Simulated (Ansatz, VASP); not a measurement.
# One calculation of SnSe, two programs

```
Sn Se
1.0
     0.00000    3.01000    3.01000
     3.01000    0.00000    3.01000
     3.01000    3.01000    0.00000
Sn Se
1 1
Cartesian
  0.0000 0.0000 0.0000
  3.0100 3.0100 3.0100
```

Measurements of this composition are mostly on another form, of space group No. 62.

Alike in both runs: functional r2SCAN; k mesh 5 × 5 × 5; occupations fermi-dirac, width 0.05 eV; no spin polarisation.

|  | VASP | Ansatz |
| --- | --- | --- |
| version | VASP 6.6.1 | Ansatz 0.2.0 |
| potentials or method | VASP PAW PBE potentials, release 64 (Sn_d, Se) | Ansatz PAW |
| plane-wave cutoff (eV) | 520 | 500 |
| valence electrons in the cell | 20 | 30 |
| task | single point | band structure |

|  | VASP | Ansatz | Ansatz less VASP |
| --- | --- | --- | --- |
| gap on the k mesh at the Fermi level (eV) | 1.12 | 1.12 | 0.000 |
| least direct gap on the mesh (eV) | 1.12 | 1.12 | 0.000 |
| pressure (GPa) | -0.2 | -0.2 | 0.00 |

The two sets of potentials don't hold the same shells in valence.

Caveats: the PAW data sets were made with another functional, which shifts forces and pressure a little (VASP); spin-orbit coupling is left out, which moves the levels of the heavy elements (Ansatz); the PAW data sets come from PBE, with cores solved anew for the run's functional, which leaves a small shift of forces and pressure (Ansatz).
